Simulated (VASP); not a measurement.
Runs of VASP 6.6.1 on Sr. It takes space group P6_3/mmc (No. 194, hexagonal). Conventional cell: a = 4.310 Å, b = 4.310 Å, c = 7.050 Å, α = 90.00°, β = 90.00°, γ = 120.00°. Around Sr (site symmetry -6m2) lie 12 Sr at 4.31 Å. This isn't the form of Sr at room conditions, which is fcc.

```tsv
task	level	gap on the mesh (eV)	pressure (GPa)
electric field gradients	r2SCAN	none	(a)
electric field gradients	PBEsol	none	-0.8
single point	PBE	none	-0.2
single point	PBEsol	none	-0.8
```

Alike in all rows: potentials or basis VASP PAW PBE potentials, release 64 (Sr_sv); no spin polarisation; cell as given; k mesh 9 × 9 × 5; cutoff (eV) 520; smearing fermi-dirac 0.03 eV.

Q: Fill in the values left out.

A: (a) 0.2.

Caveats: the PAW data sets were made with another functional, which shifts forces and pressure a little (some runs).

A k mesh can miss the band edges, and the runs leave out spin-orbit coupling on Sr.

A gap of «none» marks a metal or a gap under the smearing width.
